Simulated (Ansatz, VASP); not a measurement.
# P in VASP and in Ansatz

```
P
1.0
     0.00000    2.01650    2.01650
     2.01650    0.00000    2.01650
     2.01650    2.01650    0.00000
P
1
Direct
  0.00000 0.00000 0.00000
```

Alike in both runs: task single point; functional r2SCAN; k mesh 16 × 16 × 16; occupations fermi-dirac, width 0.1 eV; no spin polarisation.

```csv
,VASP,Ansatz
version,VASP 6.6.1,Ansatz 0.2.0
potentials or method,"VASP PAW PBE potentials, release 64 (P)","plane waves (500 eV) with PAW, scalar-relativistic"
plane-wave cutoff (eV),520,500
valence electrons in the cell,5,5
```

```csv
,VASP,Ansatz,Ansatz less VASP
pressure (GPa),-8.3,-8.3,+0.03
```

Caveats: the PAW data sets were made with another functional, which shifts forces and pressure a little (VASP).
